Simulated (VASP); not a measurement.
# H (I4/mmm) in VASP: a series of runs

One crystal, H, is run at these levels: PBE; tasks: single point.

Everything below comes from runs of VASP 6.6.1. Logs are shortened: lines on timing, memory, paths and dates and some standing lists are left out, and cuts for length are marked.

### Step 1. The structure

It takes space group I4/mmm (No. 139, tetragonal). The conventional cell has a = 3.383 Å, b = 3.383 Å, c = 4.117 Å, α = 90.00°, β = 90.00°, γ = 90.00°. H (site symmetry 4mm) is surrounded by 1 H at 0.74 Å.

### Step 2. Single point, PBE

INCAR reads:

```
SYSTEM = H
  PREC = Low
  ENCUT = 550
  EDIFF = 1E-6
  ISMEAR = 0
  SIGMA = 0.05
  LREAL = .FALSE.
  LASPH = .TRUE.
  NELM = 100
  ALGO = Normal
  ISIF = 2
  LWAVE = .FALSE.
  LCHARG = .FALSE.
  GGA = PE
  ADDGRID = .FALSE.
```

KPOINTS reads:

```
Automatic mesh
0
G
  7 7 7
  0 0 0
```

POSCAR reads:

```
H
1.0
   -1.6915344700      1.6915344700      2.0584739900
    1.6915344700     -1.6915344700      2.0584739900
    1.6915344700      1.6915344700     -2.0584739900
H
2
Direct
    0.0901377100      0.0901377100      0.0000000000
    0.9098622900      0.9098622900      0.0000000000
```

Potentials or basis: VASP PAW PBE potentials, release 64 (H).

Launch:

```
> cat potpaw_PBE.64/H/POTCAR > POTCAR
> mpirun -np 1 vasp_std > vasp.out
```

OUTCAR:

```text
SYSTEM = H
   PREC = Low
   ENCUT = 550
   EDIFF = 1E-6
   ISMEAR = 0
   LREAL = .FALSE.
   LASPH = .TRUE.
   NELM = 100
   ISIF = 2
   GGA = PE

 Found     40 irreducible k-points:

 Following reciprocal coordinates:
            Coordinates               Weight
  0.000000  0.000000  0.000000      1.000000
  0.142857  0.000000  0.000000      8.000000
  0.285714 -0.000000  0.000000      8.000000
  0.428571  0.000000 -0.000000      8.000000
  0.142857  0.142857  0.000000      8.000000
  0.285714  0.142857  0.000000     16.000000
   k-points           NKPTS =     40   k-points in BZ     NKDIM =     40   number of bands    NBANDS=      5
   number of dos      NEDOS =    301   number of ions     NIONS =      2
   total plane-waves  NPLWV =   5832
   dimension x,y,z NGX =    18 NGY =   18 NGZ =   18
   dimension x,y,z NGXF=    18 NGYF=   18 NGZF=   18
   ions per type =               2
   NGX,Y,Z   is equivalent  to a cutoff of   9.48,  9.48,  9.48 a.u.
   NGXF,Y,Z  is equivalent  to a cutoff of   9.48,  9.48,  9.48 a.u.
 SYSTEM =  H
   PREC   = low       normal or accurate (medium, high low for compatibility)
   ISTART =      0    job   : 0-new  1-cont  2-samecut
   ICHARG =      2    charge: 1-file 2-atom 10-const
   ISPIN  =      1    spin polarized calculation?
   LNONCOLLINEAR =      F non collinear calculations
   LSORBIT =      F    spin-orbit coupling
   LASPH  =      T    aspherical Exc in radial PAW
   ENCUT  =  550.0 eV  40.42 Ry    6.36 a.u.   6.03  6.03  6.03*2*pi/ulx,y,z
   NELM   =    100;   NELMIN=  2; NELMDL= -5     # of ELM steps
   EDIFF  = 0.1E-05   stopping-criterion for ELM
   LREAL  =      F    real-space projection
   EDIFFG = 0.1E-04   stopping-criterion for IOM
   NSW    =      0    number of steps for IOM
   IBRION =     -1    ionic relax: 0-MD 1-quasi-New 2-CG
   NFREE  =      0    steps in history (QN), initial steepest desc. (CG)
   ISIF   =      2    stress and relaxation
   ISYM   =      2    0-nonsym 1-usesym 2-fastsym
   POTIM  = 0.5000    time-step for ionic-motion
   TEBEG  =    0.0;   TEEND  =   0.0 temperature during run
   PSTRESS=    0.0 pullay stress
   NELECT =       2.0000    total number of electrons
   NUPDOWN=      -1.0000    fix difference up-down
   EMIN   =  10.00;   EMAX   =-10.00  energy-range for DOS
   EFERMI =   0.00;   METHOD = LEGACY
   ISMEAR =     0;   SIGMA  =   0.05  broadening in eV -4-tet -1-fermi 0-gaus
   EFERMI_NEDOS =   21; number of points for ismear=-14 and -15
   IALGO  =     38    algorithm
   IMIX   =      4    mixing-type and parameters
     AMIX     =   0.40;   BMIX     =  1.00
     AMIX_MAG =   1.60;   BMIX_MAG =  1.00
  volume/ion in A,a.u.               =      11.78        79.49
  Fermi-wavevector in a.u.,A,eV,Ry     =   0.719497  1.359653  7.043413  0.517676
  Thomas-Fermi vector in A             =   1.808708
   LORBIT       =      0    0 simple, 1 ext, 2 COOP (PROOUT), +10 PAW based schemes
   GGA     = PE    functional components
   LHFCALC =     F    Hartree Fock is set to
   AEXX    =    0.0000 exact exchange contribution
   IVDW    =     0    specifies the selected vdW correction
   LEPSILON=     F    determine dielectric tensor
   LRPA    =     F    only Hartree local field effects (RPA)
 non-spin polarized calculation
 Gauss-broadening in eV      SIGMA  =   0.05
  energy-cutoff  :      550.00
  volume of cell :       23.56
 maximum number of plane-waves:       708
   NGX = 11   NGY = 11   NGZ = 11

 number of electron       2.0000055 magnetization

 Free energy of the ion-electron system (eV)
  ---------------------------------------------------
  ext. energy  EPLUGINS =         0.00000000
  ---------------------------------------------------
  free energy    TOTEN  =        -6.78206790 eV

  energy without entropy =       -6.78206790  energy(sigma->0) =       -6.78206790

 E-fermi :  -8.0129     XC(G=0):  -5.3449

 val. band max:       -8.2189758156   @ k =  -0.4286   0.4286   0.4286
 cond. band min:       0.9957734333   @ k =   0.4286   0.0000  -0.0000
 fundamental gap:      9.2147492489
 Fermi energy:        -8.0128625565

 k-point     1 :       0.0000    0.0000    0.0000
  band No.  band energies     occupation
      1     -10.5228      2.00000
      2       5.4439      0.00000
      3       8.9325      0.00000
      4      15.3801      0.00000
      5      15.3802      0.00000

 k-point     2 :       0.1429    0.0000    0.0000
  band No.  band energies     occupation
      1     -10.2811      2.00000
      2       4.3923      0.00000
      3       9.3146      0.00000
      4      13.3299      0.00000
      5      14.1257      0.00000

 k-point     3 :       0.2857   -0.0000    0.0000
  band No.  band energies     occupation
      1      -9.6643      2.00000
      2       2.4561      0.00000
      3       9.4331      0.00000
      4      11.2023      0.00000
      5      12.8616      0.00000

 k-point     4 :       0.4286    0.0000   -0.0000
  band No.  band energies     occupation
      1      -9.0635      2.00000
      2       0.9958      0.00000
      3       8.9101      0.00000
      4      10.6639      0.00000
      5      12.2381      0.00000

 k-point     5 :       0.1429    0.1429    0.0000
  band No.  band energies     occupation
      1      -9.8794      2.00000
      2       3.0352      0.00000
      3      10.2089      0.00000
      4      10.4516      0.00000
      5      13.6996      0.00000

 k-point     6 :       0.2857    0.1429    0.0000
  band No.  band energies     occupation
      1      -9.2486      2.00000
      2       1.6983      0.00000
      3       7.8587      0.00000
      4      10.4741      0.00000
      5      13.1265      0.00000

 [... further k-points ...]

------------------------ aborting loop because EDIFF is reached ----------------------------------------

  FORCE on cell =-STRESS in cart. coord.  units (eV):
  Direction    XX          YY          ZZ          XY          YZ          ZX
  --------------------------------------------------------------------------------------
  -------------------------------------------------------------------------------------
  Total        0.0334258      0.0334258      0.2306234      0.0000000     -0.0000000      0.0000000
  in kB        2.2731369      2.2731369     15.6836434      0.0000000     -0.0000000      0.0000000
  external PRESSURE =       6.7433057 kB  Pullay stress =       0.0000000 kB

 VOLUME and BASIS-vectors are now :
 -----------------------------------------------------------------------------
  energy-cutoff  :      550.00
  volume of cell :       23.56
      direct lattice vectors                 reciprocal lattice vectors
    -1.691534470  1.691534470  2.058473990     0.000000000  0.295589602  0.242898381
     1.691534470 -1.691534470  2.058473990     0.295589602  0.000000000  0.242898381
     1.691534470  1.691534470 -2.058473990     0.295589602  0.295589602  0.000000000

 POSITION                                       TOTAL-FORCE (eV/Angst)
 -----------------------------------------------------------------------------------
      0.00000      0.00000      0.37109         0.000000      0.000000      0.259110
      0.00000      0.00000      3.74586        -0.000000     -0.000000     -0.259110
 -----------------------------------------------------------------------------------
    total drift:                                0.000000      0.000000      0.000000

  FREE ENERGIE OF THE ION-ELECTRON SYSTEM (eV)
  ---------------------------------------------------
  free  energy   TOTEN  =        -6.7820678970 eV

  energy  without entropy=       -6.7820678970  energy(sigma->0) =       -6.78206790
```

It took 2 s on 1 thread of Intel Xeon Platinum 8488C (Sapphire Rapids), shared host; peak memory 0.1 GiB.

The run converged, but some of its settings lie outside the range that counts as converged, so its numbers aren't taken as properties of the crystal.

What came out:

```yaml
Free_energy: -6.7821 eV
Pressure: 0.7 GPa
Largest_force: 0.259 eV/Å
Band_gap_on_the_k_mesh: 9.21 eV, indirect (least direct gap 9.98 eV)
```

Caveat: an odd mesh through Γ misses points on the zone boundary, where band edges often lie.

(Continued in part 2 of 2.)
